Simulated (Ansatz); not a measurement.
## ZnS (wurtzite): gap against strain (uniaxial along x, other directions held)

ZnS in the wurtzite structure, relaxed with r2SCAN in the plane-wave code Ansatz, then strained (uniaxial along x, other directions held; changes of length per length, axes as in the cell below) with the atoms relaxed again within the symmetry that is left. The symmetry is P6_3mc (No. 186, hexagonal); conventional cell a = 3.805 Å, c = 6.244 Å, 19.58 Å³ an atom. Zn is surrounded by 4 S at 2.33–2.34 Å; S is surrounded by 4 Zn at 2.33–2.34 Å. (Simulation; spin polarisation is off.)

```
Zn S
1.0
     3.80545    0.00000    0.00000
    -1.90273    3.29562    0.00000
     0.00000    0.00000    6.24399
Zn S
2 2
Direct
  0.33333 0.66667 0.00034
  0.66667 0.33333 0.50034
  0.33333 0.66667 0.37466
  0.66667 0.33333 0.87466
```

Gaps are the least over each mesh (PBE 12×12×4, r2SCAN 12×12×4 when unstrained) and the special points, which keep their unstrained names; stress is the change from the unstrained cell, compression positive.

```tsv
strain (%)	gap, PBE (eV)	gap, r2SCAN (eV)	edges, r2SCAN	stress along the strain, r2SCAN (GPa)	energy rise, r2SCAN (meV/atom)
-0.5	2.217	2.785	Γ	+0.64	0.2
0.0	2.213	2.781	Γ	0.00	0.0
+5.0	1.950	2.506	Γ	-5.73	17.9
```

**Question.** Estimate the row for a strain of +2.24 %.

**Answer.**
```tsv
strain (%)	gap, PBE (eV)	gap, r2SCAN (eV)	edges, r2SCAN	stress along the strain, r2SCAN (GPa)	energy rise, r2SCAN (meV/atom)
+2.24	2.096	2.658	Γ	-2.74	3.7
```

Between zero and the nearest strains the slope of the r2SCAN gap against strain is -0.008 eV per percent for negative and -0.055 for positive strain.
